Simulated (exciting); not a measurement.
# MnO (Fm-3m) in exciting: band structure with PBE

Aim: the band structure of MnO with PBE.

All numbers are computed with exciting (release sodium); they aren't measurements. Logs are shortened: lines on timing, memory, paths and dates and some standing lists are left out, and cuts for length are marked.

## Step 1: The structure

It takes space group Fm-3m (No. 225, cubic). The conventional cell has a = 4.448 Å, b = 4.448 Å, c = 4.448 Å, α = 90.00°, β = 90.00°, γ = 90.00°. Mn (site symmetry m-3m) is surrounded by 6 O at 2.22 Å. Around O (site symmetry m-3m) lie 6 Mn at 2.22 Å.

The cell is a database's computed one.

## Step 2: Band structure, PBE, collinear spin, ferromagnetic start

input.xml reads:

```xml
<input>
  <title>MnO</title>
  <structure speciespath="./" tshift="false">
    <crystal scale="1">
      <basevect>0.000000000000 4.202576484738 4.202576484738</basevect>
      <basevect>4.202576484738 0.000000000000 4.202576484738</basevect>
      <basevect>4.202576484738 4.202576484738 0.000000000000</basevect>
    </crystal>
    <species speciesfile="Mn.xml" rmt="2">
      <atom coord="0.000000000000 0.000000000000 0.000000000000" bfcmt="0 0 -8"/>
    </species>
    <species speciesfile="O.xml" rmt="1.45">
      <atom coord="0.500000000000 0.500000000000 0.500000000000" bfcmt="0 0 0"/>
    </species>
  </structure>
  <groundstate do="fromscratch" ngridk="10 10 10" rgkmax="7.5" gmaxvr="14" lmaxapw="10" lmaxmat="10" lmaxvr="8" xctype="GGA_PBE" stype="Fermi Dirac" swidth="0.00183747" nempty="24" ValenceRelativity="iora*" epsengy="1e-05" epspot="1e-05" maxscl="90" outputlevel="high">
    <spin reducebf="0.5"/>
  </groundstate>
  <properties>
    <bandstructure>
      <plot1d>
        <path steps="80">
          <point coord="0 0 0" label="G"/>
          <point coord="0.5 0 0.5" label="X"/>
          <point coord="0.5 0.25 0.75" label="W"/>
          <point coord="0.375 0.375 0.75" label="K"/>
          <point coord="0 0 0" label="G"/>
          <point coord="0.5 0.5 0.5" label="L"/>
          <point coord="0.625 0.25 0.625" label="U"/>
          <point coord="0.5 0.25 0.75" label="W"/>
          <point coord="0.5 0.5 0.5" label="L"/>
          <point coord="0.375 0.375 0.75" label="K" breakafter="true"/>
          <point coord="0.625 0.25 0.625" label="U"/>
          <point coord="0.5 0 0.5" label="X"/>
        </path>
      </plot1d>
    </bandstructure>
  </properties>
</input>
```

Potentials or basis: all-electron LAPW+lo, shipped species files, valence relativity iora*.

On the command line:

```console
$ OMP_NUM_THREADS=1 exciting_smp
```

INFO.OUT:

```text
================================================================================
EXCITING SODIUM started
[... 10 lines left out ...]

 Lattice vectors (cartesian) :
      0.0000000000      4.2025764847      4.2025764847
      4.2025764847      0.0000000000      4.2025764847
      4.2025764847      4.2025764847      0.0000000000

 Reciprocal lattice vectors (cartesian) :
     -0.7475396736      0.7475396736      0.7475396736
      0.7475396736     -0.7475396736      0.7475396736
      0.7475396736      0.7475396736     -0.7475396736

 Unit cell volume                           :     148.4488624634
 Brillouin zone volume                      :       1.6709472159

 Species :    1 (Mn)
     parameters loaded from                 :    Mn.xml
     name                                   :    manganese
     nuclear charge                         :     -25.00000000
     electronic charge                      :      25.00000000
     atomic mass                            :  100145.93690000
     muffin-tin radius                      :       2.00000000
     # of radial points in muffin-tin       :     350

     atomic positions (lattice) :
       1 :   0.00000000  0.00000000  0.00000000

     magnetic fields (cartesian) :
       1 :   0.00000000  0.00000000 -8.00000000

 Species :    2 (O)
     parameters loaded from                 :    O.xml
     name                                   :    oxygen
     nuclear charge                         :      -8.00000000
     electronic charge                      :       8.00000000
     atomic mass                            :   29165.12203000
     muffin-tin radius                      :       1.45000000
     # of radial points in muffin-tin       :     250

     atomic positions (lattice) :
       1 :   0.50000000  0.50000000  0.50000000

     magnetic fields (cartesian) :
       1 :   0.00000000  0.00000000  0.00000000

 Total number of atoms per unit cell        :       2

 Spin treatment                             :    spin-polarised
 Global magnetic field (cartesian) :        0.00000000   0.00000000   0.00000000
 collinear magnetisation in z-direction

 Number of Bravais lattice symmetries       :      48
 Number of crystal symmetries               :      48

 k-point grid                               :      10   10   10
 Total number of k-points                   :      47
 k-point set is reduced with crystal symmetries

 R^MT_min * |G+k|_max (rgkmax)              :       7.50000000
 Species with R^MT_min                      :       2 (O)
 Maximum |G+k| for APW functions            :       5.17241379
 Maximum |G| for potential and density      :      14.00000000
 Polynomial order for pseudochg. density    :       9

 G-vector grid sizes                        :      27    27    27
 Total number of G-vectors                  :    6855

 Maximum angular momentum used for
     APW functions                          :      10
     computing H and O matrix elements      :      10
     potential and density                  :       8
     inner part of muffin-tin               :       2

 Total nuclear charge                       :     -33.00000000
 Total electronic charge                    :      33.00000000
 Total core charge                          :      12.00000000
 Total valence charge                       :      21.00000000

 Effective Wigner radius, r_s               :       1.02405852

 Number of empty states                     :      24
 Total number of valence states             :      70

 Maximum Hamiltonian size                   :     377
 Maximum number of plane-waves              :     360
 Total number of local-orbitals             :      17

 Exchange-correlation type                  :      20
     Perdew-Burke-Ernzerhof, Phys. Rev. Lett. 77, 3865 (1996)
     Generalised gradient approximation (GGA)

 Smearing scheme                            :    Fermi-Dirac
 Smearing width                             :       0.00183747

 Using multisecant Broyden potential mixing
[... 6 lines left out ...]
* Groundstate module started                                                   *
********************************************************************************
 Output level for this task is set to high

++++++++++++++++++++++++++++++++++++++++++++++++++++++++++++++++++++++++++++++++
[... 5 lines left out ...]
+ SCF iteration number :    1                                                  +
++++++++++++++++++++++++++++++++++++++++++++++++++++++++++++++++++++++++++++++++
 Total energy                               :     -1235.02761616
 _______________________________________________________________
 Fermi energy                               :         0.29309666
 Kinetic energy                             :      1247.86361336
 Coulomb energy                             :     -2421.89816503
 Exchange energy                            :       -59.60176783
 Correlation energy                         :        -1.39129667
 No external B-field energy in total energy
 Sum of eigenvalues                         :      -711.15171680
 Effective potential energy                 :     -1959.01533016
 Coulomb potential energy                   :     -1880.07016542
 xc potential energy                        :       -78.85618931
 xc effective B-field energy                :        -0.04522280
 External B-field energy                    :         0.00000000
 Non-physical muffin-tin B-field energy     :        -0.04375263
 Hartree energy                             :       358.72092869
 Electron-nuclear energy                    :     -2597.51202281
 Nuclear-nuclear energy                     :      -183.10707092
 Madelung energy                            :     -1481.86308232
 Core-electron kinetic energy               :         0.00000000

 DOS at Fermi energy (states/Ha/cell)       :        59.85026502

 Electron charges :
     core                                   :        12.00000000
     core leakage                           :         0.00000068
     valence                                :        21.00000000
     interstitial                           :         3.37496492
     charge in muffin-tin spheres :
                  atom     1    Mn          :        22.64593544
                  atom     2     O          :         6.97909964
     total charge in muffin-tins            :        29.62503508
     total charge                           :        33.00000000

 Moments :
     interstitial                           :         0.29965769
     moment in muffin-tin spheres :
                  atom     1    Mn          :         2.99437041
                  atom     2     O          :         0.08011170
     total moment in muffin-tins            :         3.07448210
     total moment                           :         3.37413979

++++++++++++++++++++++++++++++++++++++++++++++++++++++++++++++++++++++++++++++++
+ SCF iteration number :    2                                                  +
++++++++++++++++++++++++++++++++++++++++++++++++++++++++++++++++++++++++++++++++
 Total energy                               :     -1236.49852169
 _______________________________________________________________
 Fermi energy                               :         0.28979947
 Kinetic energy                             :      1246.43066390
 Coulomb energy                             :     -2422.01534818
 Exchange energy                            :       -59.51510702
 Correlation energy                         :        -1.39873039
 No external B-field energy in total energy
 Sum of eigenvalues                         :      -710.88481911
 Effective potential energy                 :     -1957.31548301
 Coulomb potential energy                   :     -1878.44046572
 xc potential energy                        :       -78.77897309
 xc effective B-field energy                :        -0.07536196
 External B-field energy                    :         0.00000000
 Non-physical muffin-tin B-field energy     :        -0.02068223
 Hartree energy                             :       360.46781155
 Electron-nuclear energy                    :     -2599.37608882
 Nuclear-nuclear energy                     :      -183.10707092
 Madelung energy                            :     -1482.79511532
 Core-electron kinetic energy               :         0.00000000

 DOS at Fermi energy (states/Ha/cell)       :        59.74766322
[... 857 lines left out ...]
++++++++++++++++++++++++++++++++++++++++++++++++++++++++++++++++++++++++++++++++
+ SCF iteration number :   20                                                  +
++++++++++++++++++++++++++++++++++++++++++++++++++++++++++++++++++++++++++++++++
 Total energy                               :     -1233.92937737
 _______________________________________________________________
 Fermi energy                               :         0.32370091
 Kinetic energy                             :      1248.18953926
 Coulomb energy                             :     -2421.16442030
 Exchange energy                            :       -59.56765986
 Correlation energy                         :        -1.38683646
 No external B-field energy in total energy
 Sum of eigenvalues                         :      -709.60697238
 Effective potential energy                 :     -1957.79651163
 Coulomb potential energy                   :     -1878.79255308
 xc potential energy                        :       -78.64013632
 xc effective B-field energy                :        -0.36382212
 External B-field energy                    :         0.00000000
 Non-physical muffin-tin B-field energy     :        -0.00000012
 Hartree energy                             :       359.26479631
 Electron-nuclear energy                    :     -2597.32214569
 Nuclear-nuclear energy                     :      -183.10707092
 Madelung energy                            :     -1481.76814376
 Core-electron kinetic energy               :         0.00000000

 DOS at Fermi energy (states/Ha/cell)       :        24.01687776

 Electron charges :
     core                                   :        12.00000000
     core leakage                           :         0.00000069
     valence                                :        21.00000000
     interstitial                           :         3.54927374
     charge in muffin-tin spheres :
                  atom     1    Mn          :        22.81175918
                  atom     2     O          :         6.63896708
     total charge in muffin-tins            :        29.45072626
     total charge                           :        33.00000000

 Moments :
     interstitial                           :         0.44276158
     moment in muffin-tin spheres :
                  atom     1    Mn          :         4.14854561
                  atom     2     O          :         0.19698202
     total moment in muffin-tins            :         4.34552763
     total moment                           :         4.78828920

 RMS change in effective potential (target) :  0.154023E-06  ( 0.100000E-04)
 Absolute change in total energy   (target) :  0.290823E-05  ( 0.100000E-04)
 Charge distance                   (target) :  0.342036E-07  ( 0.100000E-04)

++++++++++++++++++++++++++++++++++++++++++++++++++++++++++++++++++++++++++++++++
| Convergency criteria checked for the last 2 iterations                       +
| Convergence targets achieved. Performing final SCF iteration                 +
++++++++++++++++++++++++++++++++++++++++++++++++++++++++++++++++++++++++++++++++
 Total energy                               :     -1233.92937160
 _______________________________________________________________
 Fermi energy                               :         0.32370093
 Kinetic energy                             :      1248.18954154
 Coulomb energy                             :     -2421.16441715
 Exchange energy                            :       -59.56765952
 Correlation energy                         :        -1.38683647
 No external B-field energy in total energy
 Sum of eigenvalues                         :      -709.60697135
 Effective potential energy                 :     -1957.79651289
 Coulomb potential energy                   :     -1878.79255483
 xc potential energy                        :       -78.64013594
 xc effective B-field energy                :        -0.36382206
 External B-field energy                    :         0.00000000
 Non-physical muffin-tin B-field energy     :        -0.00000006
 Hartree energy                             :       359.26479140
 Electron-nuclear energy                    :     -2597.32213763
 Nuclear-nuclear energy                     :      -183.10707092
 Madelung energy                            :     -1481.76813973
 Core-electron kinetic energy               :         0.00000000

 DOS at Fermi energy (states/Ha/cell)       :        24.01698660

 Electron charges :
     core                                   :        12.00000000
     core leakage                           :         0.00000069
     valence                                :        21.00000000
     interstitial                           :         3.54927395
     charge in muffin-tin spheres :
                  atom     1    Mn          :        22.81175895
                  atom     2     O          :         6.63896710
     total charge in muffin-tins            :        29.45072605
     total charge                           :        33.00000000

 Moments :
     interstitial                           :         0.44276157
     moment in muffin-tin spheres :
                  atom     1    Mn          :         4.14854519
                  atom     2     O          :         0.19698199
     total moment in muffin-tins            :         4.34552718
     total moment                           :         4.78828874

++++++++++++++++++++++++++++++++++++++++++++++++++++++++++++++++++++++++++++++++
[... 9 lines left out ...]
| EXCITING SODIUM stopped                                                      =
================================================================================
```

Run time: 4.2 min. Hardware: 1 thread of Arm Neoverse V1, shared host; peak memory 0.15 GiB.

Results:

| Item | Value |
| --- | --- |
| Free energy | -33576.9361 eV |
| Band gap on the k mesh | none (metal or under the smearing width) |
| Net moment | 4.79 μB per cell |
| Site moments | Mn +4.15; O +0.20 μB |
| All electrons inside the program's atomic spheres | Mn 22.81; O 6.64 (radii Mn 2.0, O 1.45 bohr) |

Levels at the corners of the path, in eV from the Fermi level:
Spin up:
```csv
point,band 11,band 12,band 13,band 14,band 15,band 16
Γ,-3.23,-2.70,-2.70,-0.49,14.02,16.55
X,-2.07,-2.07,-1.93,5.03,7.85,10.53
W,-2.07,-2.01,-0.94,7.03,8.32,8.32
K,-1.99,-1.66,-0.97,6.41,7.96,8.18
Γ,-3.23,-2.70,-2.70,-0.49,14.02,16.55
L,-1.89,0.20,0.20,3.52,7.76,11.88
U,-1.99,-1.66,-0.97,6.41,7.96,8.18
W,-2.07,-2.01,-0.94,7.03,8.32,8.32
L,-1.89,0.20,0.20,3.52,7.76,11.88
K,-1.99,-1.66,-0.97,6.41,7.96,8.18
U,-1.99,-1.66,-0.97,6.41,7.96,8.18
X,-2.07,-2.07,-1.93,5.03,7.85,10.53
```
Spin down:
```
point  band 4  band 5  band 6  band 7  band 8  band 9  band 10  band 11  band 12  band 13
    Γ  -45.72  -19.79   -3.34   -3.34   -3.33    0.73     0.73     0.73     0.81     1.36
    X  -45.75  -18.87   -6.38   -4.31   -4.31   -0.82     1.94     2.14     2.38     2.38
    W  -45.75  -18.78   -5.66   -5.66   -5.20    1.26     1.26     2.12     2.38     2.89
    K  -45.75  -18.80   -6.03   -5.67   -4.61    0.44     2.14     2.18     2.33     2.79
    Γ  -45.72  -19.79   -3.34   -3.34   -3.33    0.73     0.73     0.73     0.81     1.36
    L  -45.73  -18.84   -7.33   -4.82   -4.82    1.91     1.95     1.95     3.62     3.62
    U  -45.75  -18.80   -6.03   -5.67   -4.61    0.44     2.14     2.18     2.33     2.79
    W  -45.75  -18.78   -5.66   -5.66   -5.20    1.26     1.26     2.12     2.38     2.89
    L  -45.73  -18.84   -7.33   -4.82   -4.82    1.91     1.95     1.95     3.62     3.62
    K  -45.75  -18.80   -6.03   -5.67   -4.61    0.44     2.14     2.18     2.33     2.79
    U  -45.75  -18.80   -6.03   -5.67   -4.61    0.44     2.14     2.18     2.33     2.79
    X  -45.75  -18.87   -6.38   -4.31   -4.31   -0.82     1.94     2.14     2.38     2.38
```

Caveat: the log's total energy holds no entropy term; the free energy is that total less TS from the occupations; a cell with one magnetic atom can't hold antiferromagnetic order, which such compounds often take; semilocal functionals often make such compounds metallic where correlation or magnetic order opens a gap, which also shifts bond lengths. With open d or f shells a metallic result of PBE can be an artefact of self-interaction; +U or a hybrid may open a gap.
